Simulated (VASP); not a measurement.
Wanted: the native input for a VASP 6.6.1 run.

* Task: relaxation of the atoms
* Functional: LDA
* Potentials or basis: VASP PAW LDA potentials, release 64 (C)
* Cutoff: 450 eV
* k mesh: 8 × 4 × 1
* Occupations: fermi-dirac, width 0.05 eV
* Spin: no spin polarisation
* Further INCAR settings: ALGO = Normal; EDIFF = 1e-06; IBRION = 2; EDIFFG = -0.01; NSW = 40

The structure of C lies in POSCAR:

```
C
1.0
    2.5222498885      0.0000000000      0.0000000000
    0.0000000000      5.0444997770      0.0000000000
    0.0000000000      0.0000000000     19.8257500000
C
20
Direct
    0.0000000000      0.1132173594      0.6973632776
    0.0000000000      0.3867826406      0.6973632776
    0.5000000000      0.0000000000      0.6574278401
    0.5000000000      0.5000000000      0.6574278401
    0.5000000000      0.2500000000      0.6124484572
    0.5000000000      0.7500000000      0.6124484572
    0.0000000000      0.2500000000      0.5674690743
    0.0000000000      0.7500000000      0.5674690743
    0.0000000000      0.0000000000      0.5224896914
    0.0000000000      0.5000000000      0.5224896914
    0.5000000000      0.0000000000      0.4775103086
    0.5000000000      0.5000000000      0.4775103086
    0.5000000000      0.2500000000      0.4325309257
    0.5000000000      0.7500000000      0.4325309257
    0.0000000000      0.2500000000      0.3875515428
    0.0000000000      0.7500000000      0.3875515428
    0.0000000000      0.0000000000      0.3425721599
    0.0000000000      0.5000000000      0.3425721599
    0.5000000000      0.1132173594      0.3026367224
    0.5000000000      0.3867826406      0.3026367224
```

The slab is cut from a database's or a generator's crystal, which needn't be the stable form of the element.

The input as run:

INCAR

```
SYSTEM = C
PREC = Accurate
ENCUT = 450
EDIFF = 1E-6
ISMEAR = -1
SIGMA = 0.05
LREAL = .FALSE.
LASPH = .TRUE.
NELM = 60
ALGO = Normal
ISIF = 2
LWAVE = .FALSE.
LCHARG = .FALSE.
GGA = CA
IBRION = 2
NSW = 40
EDIFFG = -0.01
```

KPOINTS

```
Automatic mesh
0
G
  8 4 1
  0 0 0
```

Potentials or basis: VASP PAW LDA potentials, release 64 (C).

Command:

```console
$ cat potpaw_LDA.64/C/POTCAR > POTCAR
$ mpirun -np 1 vasp_std > vasp.out
```

It gave:

```
Energy gained by relaxing    : 123.7 meV/atom
Ionic steps                  : 21
Largest force after relaxing : 0.004 eV/Å
Band gap on the k mesh       : 1.34 eV, indirect (least direct gap 2.04 eV)
```

Run time: 30 min on 1 thread of Intel(R) Xeon(R) 6975P-C (Granite Rapids), with other jobs on the host, peak memory 0.26 GiB.
